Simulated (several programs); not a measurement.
## What each method gives for TlCl (CsCl type)

TlCl in the CsCl structure, relaxed with r2SCAN in Ansatz, was computed with several methods. It is cubic, Pm-3m (No. 221); conventional cell a = 3.839 Å, 28.29 Å³ an atom. Tl has 8 Cl at 3.32 Å; Cl has 8 Tl at 3.32 Å. The values are computed, spin-unpolarised, and not measurements.

```cif
data_structure
_symmetry_space_group_name_H-M 'Pm-3m'
_symmetry_Int_Tables_number 221
_cell_length_a 3.8388
_cell_length_b 3.8388
_cell_length_c 3.8388
_cell_angle_alpha 90.000
_cell_angle_beta 90.000
_cell_angle_gamma 90.000
_cell_volume 56.57
loop_
_atom_site_label
_atom_site_type_symbol
_atom_site_symmetry_multiplicity
_atom_site_Wyckoff_symbol
_atom_site_fract_x
_atom_site_fract_y
_atom_site_fract_z
_atom_site_occupancy
Tl1 Tl 1 a 0.00000 0.00000 0.00000 1
Cl1 Cl 1 b 0.50000 0.50000 0.50000 1
```

Gaps and times are for a single point on this cell; volume and bulk modulus come from each method's own relaxation or energy curve at fixed shape. Times are rough, from shared hosts (Arm Neoverse V1; Intel Xeon Platinum 8488C), and each method has its own mesh and cell size. PM6 (MOPAC), PM7 (MOPAC), GFN1-xTB (tblite), GFN2-xTB (tblite) treat a cluster of cells at its zone centre, which samples few k points: where these miss a band edge, the gap comes out too large for that reason alone. Gaps from k meshes are read at a limited set of points (mesh, symmetry points, PBE's band edges), so each method's own least gap may be somewhat smaller. xTB and the PM methods were fitted mostly to molecules, and can miss a solid's gap by electronvolts. Minimal bases can be far off for gaps. Times of the plane-wave ladder aren't listed, since it ran on unlike processors and cards. GLLB-SC's gap includes the derivative discontinuity. G0W0 is at finite bands, cutoff and mesh. d marks a direct gap, i an indirect one (no mark: not told apart), a dash a value that wasn't computed or didn't pass its checks.

| method | kind | gap (eV) | own volume (Å³/atom) | bulk modulus (GPa) | atoms computed | processor time |
| --- | --- | --- | --- | --- | --- | --- |
| light PBE (260 eV and a coarse mesh) | light plane-wave | 2.09 d | – | – | 2 | 0.72 s |
| GFN1-xTB (tblite) | tight binding | 5.72 | – | – | cluster | 1.6 s |
| PBE | semilocal | 2.08 d | 29.66 | 22 | 2 | – |
| GFN2-xTB (tblite) | tight binding | 6.67 | – | – | cluster | 3 s |
| r2SCAN | semilocal | 2.51 d | 28.29 | 28 | 2 | – |
| PBE/single zeta (GPAW) | small basis | 1.95 d | – | – | 2 | 4.1 s |
| PBE/SZV (CP2K) | small basis | 1.82 d | 30.69 | 29 | 2 | 4.4 s |
| GLLB-SC (GPAW) | model potential | 3.90 | – | – | 2 | 8.2 s |
| PBE+SOC | semilocal | 1.62 i | – | – | 2 | – |
| PM7 (MOPAC) | semi-empirical | 9.37 | – | – | cluster | 11 s |
| PBE/DZVP (CP2K) | small basis | 2.03 d | 29.83 | 23 | 2 | 12 s |
| HSE06 | hybrid | 2.85 d | – | – | 2 | – |
| PBE0 | hybrid | 3.50 d | – | – | 2 | – |
| G0W0@r2SCAN (140 eV screening cutoff) | many-body | 3.51 | – | – | 2 | – |
| PM6 (MOPAC) | semi-empirical | 2.95 | – | – | cluster | 57 s |
| G0W0@HSE06 (140 eV screening cutoff) | many-body | 3.65 | – | – | 2 | – |
| G0W0@PBE (210 eV screening cutoff) | many-body | 3.29 | – | – | 2 | – |

Against HSE06 (2.85 eV) and with closed or daggered gaps left aside, the nearest gap at the points sampled is that of PM6 (MOPAC) (+0.10 eV) and the farthest that of PM7 (MOPAC) (+6.52 eV). HSE06 is only a yardstick of convenience, and nearness to it can be luck.

Volumes against r2SCAN's: PBE +4.8 %, PBE/SZV (CP2K) +8.5 %, PBE/DZVP (CP2K) +5.5 %.

Only the rows marked +SOC include spin-orbit coupling.
